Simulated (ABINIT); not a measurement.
Wanted: the native input for an ABINIT 10.8.3 (patched build) run.

```yaml
Task: equation of state
Functional: LDA
Potentials_or_basis: PseudoDojo NC SR LDA v0.4.1 standard
Cutoff: 735 eV
k_mesh: 7 × 7 × 7
Occupations: fermi-dirac, width 0.05 eV
Spin: no spin polarisation
```

Crystal: BaS.

```
Ba S
1.0
     0.00000    3.19375    3.19375
     3.19375    0.00000    3.19375
     3.19375    3.19375    0.00000
Ba S
1 1
Direct
  0.00000 0.00000 0.00000
  0.50000 0.50000 0.50000
```

These files were run (other wordings do the same):

run.abi

```
ndtset 7
getwfk -1
scalecart1 3*0.9795861087
scalecart2 3*0.9864848297
scalecart3 3*0.9932883884
scalecart4 3*1.0000000000
scalecart5 3*1.0066227096
scalecart6 3*1.0131594038
scalecart7 3*1.0196128224

pp_dirpath "./"
pseudos "Ba.upf, S.upf"

acell 3*1.0 Angstrom
rprim
     0.0000000000     3.1937500000     3.1937500000
     3.1937500000     0.0000000000     3.1937500000
     3.1937500000     3.1937500000     0.0000000000
ntypat 2
znucl 56 16
natom 2
typat 1 2
xred
     0.0000000000     0.0000000000     0.0000000000
     0.5000000000     0.5000000000     0.5000000000

ecut 27.0

kptopt 1
ngkpt 7 7 7
nshiftk 1
shiftk 0.0 0.0 0.0

ixc 7

nband 12
occopt 3
tsmear 0.05 eV

nstep 100
tolvrs 1.0e-10

iomode 3
prtwf 1
prtden 0
prteig 0
prtebands 0
```

Potentials or basis: PseudoDojo NC SR LDA v0.4.1 standard.

Launch:

```console
$ abinit run.abi > log 2>&1
```

Results of the run:

* Equilibrium volume: 31.04 Å³/atom (rough: see the caveat)
* Bulk modulus: 50 GPa (rough)

Caveat: pressures at fixed basis lie under the slope of the energies; this release of the barium file is off; the fit is rough or its minimum lies at the end of the range.

Run time: 120 s on 1 thread of Arm Neoverse V2 (shared host), peak memory 0.12 GiB.
